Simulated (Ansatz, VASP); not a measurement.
Two plane-wave programs on Au

```
Au
1.0
     2.74841    0.00000    0.00000
     0.00000    2.74841    0.00000
     0.00000    0.00000    2.74841
Au
1
Direct
  0.50000 0.50000 0.50000
```

The cell was built by a generator and needn't be a form met in nature.

Alike in both runs: task relaxation of cell and atoms; functional PBE; dispersion D4; k mesh 10 × 10 × 10; occupations fermi-dirac, width 0.05 eV; no spin polarisation.

|  | VASP | Ansatz |
| --- | --- | --- |
| version | VASP 6.6.1 | Ansatz 0.2.0 |
| potentials or method | VASP PAW PBE potentials, release 64 (Au) | Ansatz PAW |
| plane-wave cutoff (eV) | 600 | 420 |
| valence electrons in the cell | 11 | 19 |

VASP gave:

- gap on the k mesh at the Fermi level, each at its own relaxed structure (eV): none
- relaxed volume (Å³/atom): 20.02
- relaxed cell length with the largest relative difference (Å): 2.715
- energy change over the relaxation (meV/atom): -9

Which values does Ansatz return?

gap on the k mesh at the Fermi level, each at its own relaxed structure (eV): none; relaxed volume (Å³/atom): 20.03; relaxed cell length with the largest relative difference (Å): 2.716; energy change over the relaxation (meV/atom): -9.

A gap of «none» marks a metal or a gap that the smearing closes. The two sets of potentials don't hold the same shells in valence.

Caveats: pairwise dispersion overbinds metals, which lowers pressure and volume; the plane-wave basis is chosen anew once the cell has moved, so the energies of steps on either side of that aren't comparable (Ansatz). The runs have no spin-orbit coupling, so splittings on Au are missing.
